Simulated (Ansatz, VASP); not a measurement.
# One calculation of Ta2N, two programs

File INCAR:

```
SYSTEM = Ta2N
PREC = Accurate
ENCUT = 520
EDIFF = 1E-8
ISMEAR = -1
SIGMA = 0.05
LREAL = .False.
LASPH = .True.
NELM = 100
ALGO = Fast
ISIF = 2
LWAVE = .False.
LCHARG = .False.
GGA = PE
LEFG = .True.
NBANDS = 20
```

The input KPOINTS:

```
Automatic mesh
0
Gamma
  15 15 9
  0 0 0
```

The input POSCAR:

```
Ta2N
1.0
    3.1128615060      0.0000000000      0.0000000000
   -1.5564307530      2.6958171426      0.0000000000
    0.0000000000      0.0000000000      4.8698410000
Ta N
2 1
Direct
    0.6666666667      0.3333333333      0.7452890000
    0.3333333333      0.6666666667      0.2547110000
    0.0000000000      0.0000000000      0.0000000000
```

Input for Ansatz:

```yaml
crystal:
  lattice:
    - [3.112861506, 0.0, 0.0]
    - [-1.556430753, 2.6958171426, 0.0]
    - [0.0, 0.0, 4.869841]
  atoms:
    - { symbol: Ta, position: [0.6666666667, 0.3333333333, 0.745289] }
    - { symbol: Ta, position: [0.3333333333, 0.6666666667, 0.254711] }
    - { symbol: "N", position: [0.0, 0.0, 0.0] }
kpoints:
  mp_grid: { grid: [15, 15, 9] }
  band_path:
    path:
      - [0.0, 0.0, 0.0]
      - [0.5, 0.0, 0.0]
      - [0.3333333333, 0.3333333333, 0.0]
      - [0.0, 0.0, 0.0]
      - [0.0, 0.0, 0.5]
      - [0.5, 0.0, 0.5]
      - [0.3333333333, 0.3333333333, 0.5]
      - [0.0, 0.0, 0.5]
      - [0.5, 0.0, 0.5]
    npoints: 8
scf:
  occupations: { method: fermi_dirac, width: 0.05 }
hamiltonian:
  xc: pbe
  pseudopotentials: { kind: paw }
output:
  forces: true
  stress: true
  eigenvalues: true
  efg: { contact_densities: true }
  populations: true
  bader: true
  dos: { projected: true, de: 0.2, e_range: [-14, 8] }
```

Alike in both runs: task electric field gradients; functional PBE; k mesh 15 × 15 × 9; occupations fermi-dirac, width 0.05 eV; no spin polarisation.

|  | VASP | Ansatz |
| --- | --- | --- |
| version | VASP 6.6.1 | Ansatz 0.2.0 |
| potentials or method | VASP PAW PBE potentials, release 64 (Ta_pv, N) | PAW with Ansatz's default frozen-core files, scalar-relativistic |
| plane-wave cutoff (eV) | 520 | 420 |
| valence electrons in the cell | 27 | 31 |

|  | VASP | Ansatz | Ansatz less VASP |
| --- | --- | --- | --- |
| pressure (GPa) | -0.9 | -1.3 | -0.42 |
| largest component of the traceless stress (GPa) | 0.86 | 0.92 | +0.053 |
| rms of the force components (eV/Å) | 0.002 | 0.024 | +0.0217 |
| Vzz of the field gradient on the site that differs most (V/Å²) | -61.0 | -76.0 | -15.04 |

Atom by atom the forces differ by 0.022 eV/Å (rms over components). The two sets of potentials don't hold the same shells in valence. Ansatz warned: «gradients_without_spin_orbit».

The runs have no spin-orbit coupling, so splittings on Ta are missing.
